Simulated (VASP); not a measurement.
Input of a VASP 6.6.1 run:

The input INCAR:

```
  PREC = Accurate
  ENCUT = 400
  EDIFF = 1E-6
  ISMEAR = 0
  SIGMA = 0.01
  LREAL = F
  LASPH = T
  NELM = 80
  ALGO = Normal
  ISIF = 2
  LWAVE = F
  LCHARG = F
  METAGGA = R2SCAN
  LMIXTAU = T
  LUSE_VDW = T
  IVDW_NL = 2
  BPARAM = 11.95
  CPARAM = 0.0093
  ISYM = 0
```

File KPOINTS:

```
regular mesh
0
Gamma
  1 1 1
```

File POSCAR:

```
H2CO2                                   
1.0
   13.3432429698      0.0000000000      0.0000000000
    0.0000000000     13.8432429698      0.0000000000
    0.0000000000      0.0000000000     14.3432429698
  O               C               H             
     2     1     2
Selective dynamics
Direct
     0.4420683951000015    0.5019878909999989    0.4046502002000025   F   F   F
     0.4652420945895595    0.5217029547137875    0.5587183188790956   T   T   T
     0.4973776199387130    0.4995011382512229    0.4711228218909583   T   T   T
     0.5780737703576755    0.4793311471325375    0.4675715125725587   T   T   T
     0.5208020018519630    0.5154738693646139    0.6027250126853977   T   T   T
```

Potentials or basis: VASP PAW PBE potentials, release 64 (O, C, H).

Command:

```sh
$ cat potpaw_PBE.64/O/POTCAR potpaw_PBE.64/C/POTCAR potpaw_PBE.64/H/POTCAR > POTCAR
$ mpirun -np 4 vasp_gam > vasp.out
```

Question: What does it give for the largest force?

Answer: 0.718 eV/Å.

Question: What does it give for the gap between the frontier levels?

Answer: 5.82 eV.

Forces in eV/Å, atoms in the order of the input:
```
O    0.422 -0.020  0.580
O    0.393 -0.110 -0.094
C   -0.289  0.034 -0.252
H   -0.238  0.065  0.027
H   -0.288  0.031 -0.262
```

Caveat: the standard files for N, O and F lose accuracy on very short bonds; the PAW data sets were made with another functional, which shifts forces and pressure a little. r2SCAN opens gaps a little over a GGA but as a rule still falls short of measured ones.
